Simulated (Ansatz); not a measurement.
# Li₂S under compression and expansion

```
Li S
1.0
     0.00000    2.85400    2.85400
     2.85400    0.00000    2.85400
     2.85400    2.85400    0.00000
Li S
2 1
Direct
  0.25000 0.25000 0.25000
  0.75000 0.75000 0.75000
  0.00000 0.00000 0.00000
```

Conventional cell: a = 5.708 Å, b = 5.708 Å, c = 5.708 Å, α = 90.00°, β = 90.00°, γ = 90.00°. Around Li (atom 1) lie 4 S at 2.47 Å. Around S (atom 3) lie 8 Li at 2.47 Å.

The geometry is COD entry 1010874, unchecked; take it as a test cell.

Levels of theory: DFT, LDA, all-electron LAPW, scalar-relativistic (Ansatz 0.2.0); DFT, LDA, PAW with Ansatz's default frozen-core files, scalar-relativistic (Ansatz 0.2.0).

For LAPW: a Γ-centred 7×7×7 k mesh, Fermi–Dirac smearing of 0.02 eV, basis error target 1 meV/atom, no spin polarisation. PAW takes a cutoff of 420 eV at this cell (files made with PBE, cores remade for this functional). The Ansatz runs share mesh, smearing and spin set-up. Plane-wave (PAW) pressures include the program's estimate of the Pulay term.

The cell above is scaled evenly, with fractional coordinates and shape held.

| V/V(cell) | V (Å³/atom) | P, LAPW (GPa) | P, PAW (GPa) | gap on the k mesh, LAPW (eV) | free energy over the lowest listed, PAW (meV/atom) |
| --- | --- | --- | --- | --- | --- |
| 0.9400 | 14.568 | -0.56 | -0.59 | 3.28 | 0.0 |
| 0.9600 | 14.878 | -1.45 | -1.47 | 3.30 | 2.0 |
| 0.9800 | 15.188 | -2.25 | -2.27 | 3.31 | 5.7 |
| 0.9900 | 15.343 | -2.62 | -2.64 | 3.32 | 8.0 |
| 1.0000 | 15.498 | -2.97 | -2.99 | 3.32 | 10.8 |
| 1.0100 | 15.653 | -3.30 | -3.32 | 3.32 | 13.8 |
| 1.0200 | 15.808 | -3.61 | -3.63 | 3.33 | 17.2 |
| 1.0400 | 16.118 | ? | ? | ? | ? |
| 1.0600 | 16.428 | -4.72 | -4.74 | 3.34 | 33.4 |

(1) Fill in the row V/V(cell) = 1.0400.

Results:

(1) P, LAPW (GPa) = -4.19, P, PAW (GPa) = -4.22, gap on the k mesh, LAPW (eV) = 3.34, free energy over the lowest listed, PAW (meV/atom) = 24.8.
